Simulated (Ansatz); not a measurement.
# Ni (Fm-3m) in Ansatz: reference runs

Aim: a first look at Ni with PBEsol, on the cell as given and on a disturbed one.

Everything below comes from runs of Ansatz 0.2.0. Logs are shortened: lines on timing, memory, paths and dates and some standing lists are left out, and cuts for length are marked.

**1. The structure**

The structure is cubic, space group Fm-3m (No. 225). The conventional cell has a = 3.475 Å, b = 3.475 Å, c = 3.475 Å, α = 90.00°, β = 90.00°, γ = 90.00°. Around Ni (site symmetry m-3m) lie 12 Ni at 2.46 Å.

**2. Single point, PBEsol, collinear spin, ferromagnetic start**

File input.yaml:

```yaml
crystal:
  lattice:
    - [0.0, 1.737572933, 1.737572933]
    - [1.737572933, 0.0, 1.737572933]
    - [1.737572933, 1.737572933, 0.0]
  atoms:
    - { symbol: Ni, position: [0.0, 0.0, 0.0], spin: 1.0 }
kpoints:
  mp_grid: { grid: [13, 13, 13] }
scf:
  occupations: { method: fermi_dirac, width: 0.05 }
hamiltonian:
  xc: pbesol
  pseudopotentials: { kind: all_electron, lapw: { basis_error: 0.001 } }
magnetization:
  spin_polarized: true
output:
  forces: true
  stress: true
  eigenvalues: true
  populations: true
```

Potentials or basis: all-electron LAPW, scalar-relativistic.

Run with:

```console
ansatz run input.yaml --threads 2 --pin off --max-ram 6144MiB --backend cpu --events-out ev --progress --plain --runs-dir out
```

Output:

```text
Warning: RAYON_NUM_THREADS=2 ignored (pool sized by the plan → 2); use --threads N
Ni: projections on atomic orbitals take those of the free atom 1s2 2s2 2p6 3s2 3p6 3d8 4s2, of charge +0.00 (hamiltonian.pseudopotentials.projection_atoms)
LAPW: plane waves up to 9.160 Å⁻¹, error target 1.0e-3 eV per atom; small_component_spin mean_spin; Ni in spheres of 1.229 Å, 18 of its electrons in bands, Dirac shells [] (how accurate: hamiltonian.pseudopotentials.lapw.basis_error, Limitations)
Engine: ansatz 0.2.0, aarch64-unknown-linux-gnu
Pseudopotentials: kind: all_electron
Pseudopotential: Ni, LAPW, valence charge 18, lapw/all_electron/scalar/gaussian/Ni, Koelling and Harmon's equation, gaussian nucleus
Functional definition: PBEsol
  exchange = pbesol_x
  correlation = pbesol_c
Crystal: 1 atoms, lattice volume = 10.492 Å³
Basis set: ecut = 319.68917319326357 eV, 137 PW (Γ), exchange–correlation at level 2
Bands: 14, of which v1, the nominal top of the filled ones, is band 9 counted from 1 (8 counted from 0)
Symmetry: 48 space group operations
Space group: Fm-3m (ITA 225), of the structure as read, at distance tolerance 2.2e-5 Å
Magnetic group: BNS 225.116 (UNI 1618), of the structure as read, at distance tolerance 2.2e-5 Å
k-points: 84 of 2197
Non-local potential: Ni, projectors of the file, none
Initial density: superposition of atomic densities (chi_scale 0.1, normalization cell)
Starting moments: Σ|m| = 1 μB on 1 of 1 site
Initial wavefunctions: plane waves of lowest kinetic energy (no species holds an atomic orbital)
Functional: x = pbesol(κ = 0.804, μ = 0.12345679012345678), c = pbesol(β = 0.046)
iter 1 solved again at ethr=9.57e-6 eV; its pass at ethr=1.00e-1 eV (dr2=1.72e-3 eV) is discarded
SCF iter   1: F=—  HF=-41348.120961 eV  |F-HF|=—  |Δ(HF+E_count)|=         —  Δρ=1.85e-2 (↑1.80e-2 ↓1.85e-2)  dr2=1.73e-3  dr2_m=3.14e-2  M=0.640 μB ∫|m|=0.682 μB  β_m=0.30  ethr=9.57e-6  ⟨swp⟩=4.0  Hψ=19342  notcnv=0
Mixer restart at iter 1: flushing history
preconditioner: auto → none  [metal: Δε(μ)=0.002 eV  Ē_g=17.182 eV  σ=0.050 eV  W_gap=0.01  n_scr=0 (ndim 8)  ℏωp=36.3 eV  f_vac=0.000  D(μ)=1.63/eV (n_scr^D=26)]
SCF iter   2: F=—  HF=-41348.125535 eV  |F-HF|=—  |Δ(HF+E_count)|=   4.57e-3  Δρ=1.30e-2 (↑1.28e-2 ↓1.30e-2)  dr2=7.69e-4  dr2_m=1.57e-2  M=0.637 μB ∫|m|=0.686 μB  β_m=0.64  ethr=9.57e-6  ⟨swp⟩=2.0  Hψ=6283  notcnv=0
iter 3 solved again at ethr=6.62e-9 eV; its pass at ethr=4.27e-6 eV (dr2=1.19e-6 eV) is discarded
SCF iter   3: F=—  HF=-41348.132585 eV  |F-HF|=—  |Δ(HF+E_count)|=   7.05e-3  Δρ=4.19e-4 (↑4.19e-4 ↓3.58e-4)  dr2=1.19e-6  dr2_m=1.39e-5  M=0.629 μB ∫|m|=0.701 μB  β_m=0.62  ethr=6.62e-9  ⟨swp⟩=3.0  Hψ=11945  notcnv=0
SCF iter   4: F=—  HF=-41348.132703 eV  |F-HF|=—  |Δ(HF+E_count)|=         —  Δρ=4.34e-4 (↑2.22e-4 ↓4.34e-4)  dr2=1.08e-5  dr2_m=5.61e-6  M=0.630 μB ∫|m|=0.704 μB  β_m=0.53  ethr=6.62e-9  ⟨swp⟩=3.0  Hψ=7214  notcnv=0
the basis was enlarged: its passes take 905.0 KiB over the memory plan, 2 of 2 planned eigensolver slots
SCF iter   5: F=—  HF=-41348.132666 eV  |F-HF|=—  |Δ(HF+E_count)|=   3.71e-5  Δρ=2.18e-4 (↑1.20e-4 ↓2.18e-4)  dr2=1.14e-6  dr2_m=2.33e-6  M=0.630 μB ∫|m|=0.705 μB  β_m=0.77  ethr=6.62e-9  ⟨swp⟩=3.0  Hψ=7103  notcnv=0
SCF iter   6: F=—  HF=-41348.132708 eV  |F-HF|=—  |Δ(HF+E_count)|=   4.18e-5  Δρ=4.82e-5 (↑2.53e-5 ↓4.82e-5)  dr2=6.16e-8  dr2_m=1.09e-7  M=0.630 μB ∫|m|=0.708 μB  β_m=0.74  ethr=6.34e-9  ⟨swp⟩=3.0  Hψ=6905  notcnv=0
SCF iter   7: F=—  HF=-41348.132710 eV  |F-HF|=—  |Δ(HF+E_count)|=   1.42e-6  Δρ=2.12e-6 (↑1.77e-6 ↓2.12e-6)  dr2=9.15e-11  dr2_m=2.63e-10  M=0.630 μB ∫|m|=0.708 μB  β_m=0.87  ethr=3.42e-10  ⟨swp⟩=3.0  Hψ=6972  notcnv=0
SCF iter   8: F=-41348.132710 eV  HF=-41348.132710 eV  |F-HF|=1.24e-10  |Δ(HF+E_count)|=   1.38e-8  Δρ=9.11e-7 (↑6.09e-7 ↓9.11e-7)  dr2=5.99e-12  dr2_m=5.34e-11  M=0.630 μB ∫|m|=0.708 μB  ethr=1.00e-12  ⟨swp⟩=3.0  Hψ=7087  notcnv=0
SCF 1 converged in 8 iterations: F = -41348.132710 eV  dr2 = 5.99e-12
SCF converged after 8 iterations
Magnetization: 0.6301 μB (9.3150 up, 8.6850 down)
Absolute magnetization: 0.7082 μB (∫|ρ↑−ρ↓|)
Spin contamination: 0.0056 ħ² per cell (⟨S²⟩ above its minimum at these occupations)
Per-site moments (μB) at R_I (Å): [(0.651894175040928, 1.2286495854221848)]
Free energy (F): -41348.132710 eV
Harris-Foulkes:  -41348.132710 eV  (|F-HF|=1.24e-10)
Internal energy: -41348.119887 eV  (E = F + TS)
E sigma→0 (E₀):  -41348.126298 eV
Entropy (-TS):   -0.012823 eV (-12.823 meV/atom)
Fermi energy:    18.971079 eV
--- Per-component energies (eV) ---
  E_band       = -270.124724
  E_kinetic    = 42005.249533
  E_xc         = -1695.446521
  E_electrostatic = -81657.922899  (all electrons and nuclei)
  E_smearing   = -0.012823  (= −TS)
  E_closure    = 0.000000  (closes the sum)
  E_atoms      = -41340.345444  (free atoms, spherical and without spin; not in F)
  Σ components = -41348.132710   (vs F -41348.132710, Δ=0.00e0)
  Basis errors (estimates in eV, not in F): energy 2.0e-4 per atom: plane waves 1.7e-4 (1.2e-4 summed), levels above the bands 5.0e-209, relativity 1.6e-8, radial functions 3.1e-5, core shells 6.5e-10; eigenvalues (radial functions only) 5.6e-6; not estimated: angular momenta, meshes, grids; target (lapw.basis_error) 1.0e-3; muffin-tin radii Ni 1.229 Å
--- Forces (eV/Å), atoms counted from 1 ---
  atom   1  Ni    -0.00000000     0.00000000    -0.00000000
  max |Σ_I F_I| component: 3.29e-32 eV/Å
--- Stress (GPa, compression-positive) ---
       -2.402158      -0.000000      -0.000000
       -0.000000      -2.402158      -0.000000
       -0.000000      -0.000000      -2.402158
  P = ⅓ Tr σ = -2.4022 GPa (-24.022 kbar)
--- Band table (eV; the first three rows and the last of 168) ---
  k-point 0 ↑: bands = ["-84.4571", "-44.8394", "-44.8394", "-44.8394", "9.5429", "16.4173", "16.4173", "16.4173", "17.6665", "17.6665", "42.6884", "46.8833", "46.8833", "46.8833"]
  k-point 1 ↑: bands = ["-84.4548", "-44.8540", "-44.8415", "-44.8415", "9.7804", "16.3533", "16.4713", "16.4713", "17.6437", "17.6437", "41.8690", "44.6118", "46.3508", "46.3508"]
  k-point 2 ↑: bands = ["-84.4484", "-44.8944", "-44.8472", "-44.8472", "10.4712", "16.1975", "16.5921", "16.5921", "17.6150", "17.6150", "38.5137", "43.6336", "45.5212", "45.5212"]
  k-point 83 ↓: bands = ["-83.5761", "-44.2144", "-44.1928", "-44.1268", "15.3719", "16.1387", "16.4563", "18.1975", "19.3249", "25.6722", "27.6962", "29.8283", "30.8957", "48.5875"]
--- Löwdin populations: 1 site ---
  site symbol       q [e]    m [muB]
     0     Ni     27.7766     0.6583
  spilling = 0.007977 (of n_electrons = 28.000000)
```

Run time: 9.3 s. Hardware: 2 threads of Arm Neoverse V1, shared host; peak memory 0.35 GiB.

What came out:

```yaml
Free_energy: -41348.1327 eV
Pressure: -2.4 GPa
Band_gap_on_the_k_mesh: none (metal or under the smearing width)
Net_moment: 0.63 μB per cell
Absolute_moment: 0.71 μB per cell
Site_moments: Ni +0.65 μB
```

**3. Single point, PBEsol, collinear spin, ferromagnetic start (cell strained at random at fixed volume)**

Edit input.yaml of step 2 so:

```diff
@@ -2,7 +2,7 @@
   lattice:
-    - [0.0, 1.737572933, 1.737572933]
-    - [1.737572933, 0.0, 1.737572933]
-    - [1.737572933, 1.737572933, 0.0]
+    - [0.01655, 1.757251, 1.768239]
+    - [1.719118, 0.016332, 1.768457]
+    - [1.714474, 1.752825, 0.020976]
   atoms:
-    - { symbol: Ni, position: [0.0, 0.0, 0.0], spin: 1.0 }
+    - { symbol: Ni, position: [0.006509, 0.01144, -0.032895], spin: 1.0 }
 kpoints:
```

Potentials or basis: all-electron LAPW, scalar-relativistic.

Run with:

```console
ansatz run input.yaml --threads 2 --pin off --max-ram 6144MiB --backend cpu --events-out ev --progress --plain --runs-dir out
```

Output:

```text
Warning: RAYON_NUM_THREADS=2 ignored (pool sized by the plan → 2); use --threads N
Ni: projections on atomic orbitals take those of the free atom 1s2 2s2 2p6 3s2 3p6 3d8 4s2, of charge +0.00 (hamiltonian.pseudopotentials.projection_atoms)
LAPW: plane waves up to 9.258 Å⁻¹, error target 1.0e-3 eV per atom; small_component_spin mean_spin; Ni in spheres of 1.218 Å, 18 of its electrons in bands, Dirac shells [] (how accurate: hamiltonian.pseudopotentials.lapw.basis_error, Limitations)
[... 6 set-up lines as earlier in the session ...]
Crystal: 1 atoms, lattice volume = 10.492 Å³
Basis set: ecut = 326.58222755088735 eV, 139 PW (Γ), exchange–correlation at level 2
Bands: 14, of which v1, the nominal top of the filled ones, is band 9 counted from 1 (8 counted from 0)
Symmetry: 2 space group operations
Space group: P-1 (ITA 2), of the structure as read, at distance tolerance 2.2e-5 Å
Magnetic group: BNS 2.4 (UNI 4), of the structure as read, at distance tolerance 2.2e-5 Å
k-points: 1099 of 2197
[... 2 set-up lines as earlier in the session ...]
Starting moments: Σ|m| = 1 μB on 1 of 1 site
[... 2 set-up lines as earlier in the session ...]
iter 1 solved again at ethr=9.98e-6 eV; its pass at ethr=1.00e-1 eV (dr2=1.80e-3 eV) is discarded
SCF iter   1: F=—  HF=-41348.117633 eV  |F-HF|=—  |Δ(HF+E_count)|=         —  Δρ=1.87e-2 (↑1.82e-2 ↓1.87e-2)  dr2=1.80e-3  dr2_m=3.21e-2  M=0.638 μB ∫|m|=0.680 μB  β_m=0.30  ethr=9.98e-6  ⟨swp⟩=4.0  Hψ=255062  notcnv=0
Mixer restart at iter 1: flushing history
preconditioner: auto → none  [metal: Δε(μ)=0.001 eV  Ē_g=17.191 eV  σ=0.050 eV  W_gap=0.00  n_scr=0 (ndim 8)  ℏωp=36.3 eV  f_vac=0.000  D(μ)=1.64/eV (n_scr^D=26)]
SCF iter   2: F=—  HF=-41348.122242 eV  |F-HF|=—  |Δ(HF+E_count)|=   4.61e-3  Δρ=1.31e-2 (↑1.29e-2 ↓1.31e-2)  dr2=7.92e-4  dr2_m=1.60e-2  M=0.635 μB ∫|m|=0.684 μB  β_m=0.64  ethr=9.98e-6  ⟨swp⟩=2.0  Hψ=81882  notcnv=0
iter 3 solved again at ethr=7.99e-9 eV; its pass at ethr=4.40e-6 eV (dr2=1.44e-6 eV) is discarded
SCF iter   3: F=—  HF=-41348.129283 eV  |F-HF|=—  |Δ(HF+E_count)|=   7.04e-3  Δρ=4.35e-4 (↑4.35e-4 ↓3.67e-4)  dr2=1.44e-6  dr2_m=1.48e-5  M=0.628 μB ∫|m|=0.701 μB  β_m=0.63  ethr=7.99e-9  ⟨swp⟩=3.0  Hψ=155565  notcnv=0
SCF iter   4: F=—  HF=-41348.129406 eV  |F-HF|=—  |Δ(HF+E_count)|=         —  Δρ=4.55e-4 (↑2.35e-4 ↓4.55e-4)  dr2=1.23e-5  dr2_m=6.07e-6  M=0.628 μB ∫|m|=0.704 μB  β_m=0.53  ethr=7.99e-9  ⟨swp⟩=3.0  Hψ=93624  notcnv=0
the basis was enlarged: its passes take 347.5 KiB over the memory plan, 2 of 2 planned eigensolver slots
SCF iter   5: F=—  HF=-41348.129368 eV  |F-HF|=—  |Δ(HF+E_count)|=   3.82e-5  Δρ=2.30e-4 (↑1.22e-4 ↓2.30e-4)  dr2=1.43e-6  dr2_m=2.48e-6  M=0.628 μB ∫|m|=0.705 μB  β_m=0.76  ethr=7.99e-9  ⟨swp⟩=3.0  Hψ=91838  notcnv=0
SCF iter   6: F=—  HF=-41348.129407 eV  |F-HF|=—  |Δ(HF+E_count)|=   3.93e-5  Δρ=4.78e-5 (↑2.47e-5 ↓4.78e-5)  dr2=7.00e-8  dr2_m=1.03e-7  M=0.628 μB ∫|m|=0.707 μB  β_m=0.74  ethr=7.93e-9  ⟨swp⟩=3.0  Hψ=89990  notcnv=0
SCF iter   7: F=—  HF=-41348.129408 eV  |F-HF|=—  |Δ(HF+E_count)|=   1.10e-6  Δρ=1.92e-6 (↑1.45e-6 ↓1.92e-6)  dr2=1.28e-10  dr2_m=1.80e-10  M=0.628 μB ∫|m|=0.708 μB  β_m=0.87  ethr=3.89e-10  ⟨swp⟩=3.0  Hψ=90802  notcnv=0
SCF iter   8: F=-41348.129408 eV  HF=-41348.129408 eV  |F-HF|=5.38e-10  |Δ(HF+E_count)|=   1.72e-8  Δρ=8.27e-7 (↑5.71e-7 ↓8.27e-7)  dr2=4.28e-11  dr2_m=3.39e-11  M=0.628 μB ∫|m|=0.708 μB  ethr=1.00e-12  ⟨swp⟩=3.0  Hψ=92366  notcnv=0
SCF 1 converged in 8 iterations: F = -41348.129408 eV  dr2 = 4.28e-11
SCF converged after 8 iterations
Magnetization: 0.6282 μB (9.3141 up, 8.6859 down)
Absolute magnetization: 0.7075 μB (∫|ρ↑−ρ↓|)
Spin contamination: 0.0056 ħ² per cell (⟨S²⟩ above its minimum at these occupations)
Per-site moments (μB) at R_I (Å): [(0.6518931127437853, 1.2175319944456278)]
Free energy (F): -41348.129408 eV
Harris-Foulkes:  -41348.129408 eV  (|F-HF|=5.38e-10)
Internal energy: -41348.116635 eV  (E = F + TS)
E sigma→0 (E₀):  -41348.123022 eV
Entropy (-TS):   -0.012774 eV (-12.774 meV/atom)
Fermi energy:    18.969007 eV
--- Per-component energies (eV) ---
  E_band       = -270.113513
  E_kinetic    = 42005.267492
  E_xc         = -1695.450637
  E_electrostatic = -81657.933489  (all electrons and nuclei)
  E_smearing   = -0.012774  (= −TS)
  E_closure    = 0.000000  (closes the sum)
  E_atoms      = -41340.345444  (free atoms, spherical and without spin; not in F)
  Σ components = -41348.129408   (vs F -41348.129408, Δ=0.00e0)
  Basis errors (estimates in eV, not in F): energy 2.3e-4 per atom: plane waves 2.1e-4 (1.1e-4 summed), levels above the bands 1.2e-206, relativity 1.5e-8, radial functions 1.9e-5, core shells 7.4e-10; eigenvalues (radial functions only) 3.5e-6; not estimated: angular momenta, meshes, grids; target (lapw.basis_error) 1.0e-3; muffin-tin radii Ni 1.218 Å
--- Forces (eV/Å), atoms counted from 1 ---
  atom   1  Ni     0.00000000     0.00000000     0.00000000
  max |Σ_I F_I| component: 0.00e0 eV/Å
--- Stress (GPa, compression-positive) ---
       -0.324239      -1.089443      -1.855205
       -1.089443      -2.834933      -1.545650
       -1.855205      -1.545650      -3.728704
  P = ⅓ Tr σ = -2.2960 GPa (-22.960 kbar)
--- Band table (eV; the first three rows and the last of 2198) ---
  k-point 0 ↑: bands = ["-84.4557", "-44.8482", "-44.8390", "-44.8261", "9.5441", "16.3096", "16.4089", "16.5370", "17.5765", "17.7588", "42.6731", "46.3628", "47.0558", "47.2882"]
  k-point 1 ↑: bands = ["-84.4533", "-44.8616", "-44.8415", "-44.8296", "9.7846", "16.3575", "16.3802", "16.5673", "17.5542", "17.7285", "42.0093", "44.6674", "45.8949", "46.5740"]
  k-point 2 ↑: bands = ["-84.4467", "-44.9017", "-44.8477", "-44.8367", "10.4839", "16.2236", "16.4896", "16.6938", "17.5320", "17.6748", "38.7845", "43.4808", "45.0880", "45.7190"]
  k-point 1098 ↓: bands = ["-83.5873", "-44.2918", "-44.0841", "-44.0659", "14.4109", "16.9097", "17.1299", "17.8167", "19.1687", "19.9617", "25.3975", "40.0825", "42.4407", "42.7328"]
--- Löwdin populations: 1 site ---
  site symbol       q [e]    m [muB]
     0     Ni     27.7766     0.6566
  spilling = 0.007977 (of n_electrons = 28.000000)
```

populations.tsv:

```text
# site	symbol	l	j	q_up	q_dn
# orbitals = lowdin
# n_electrons = 28.000000
# spilling = 0.007977
# projection_atom_Ni: 1s2 2s2 2p6 3s2 3p6 3d8 4s2
0	Ni	0_1S	-	0.999995	0.999995
0	Ni	0_2S	-	0.999751	0.999755
0	Ni	0_3S	-	0.994031	0.994160
0	Ni	0_4S	-	0.487019	0.497228
0	Ni	1_2P	-	2.999997	2.999998
0	Ni	1_3P	-	2.999302	2.999250
0	Ni	2_3D	-	4.736508	4.069656
```

Run time: 1.9 min. Hardware: 2 threads of Arm Neoverse V1, shared host; peak memory 1.4 GiB.

Results:

```
Free energy            : -41348.1294 eV
Pressure               : -2.3 GPa
Band gap on the k mesh : none (metal or under the smearing width)
Net moment             : 0.63 μB per cell
Absolute moment        : 0.71 μB per cell
Site moments           : Ni +0.65 μB
```
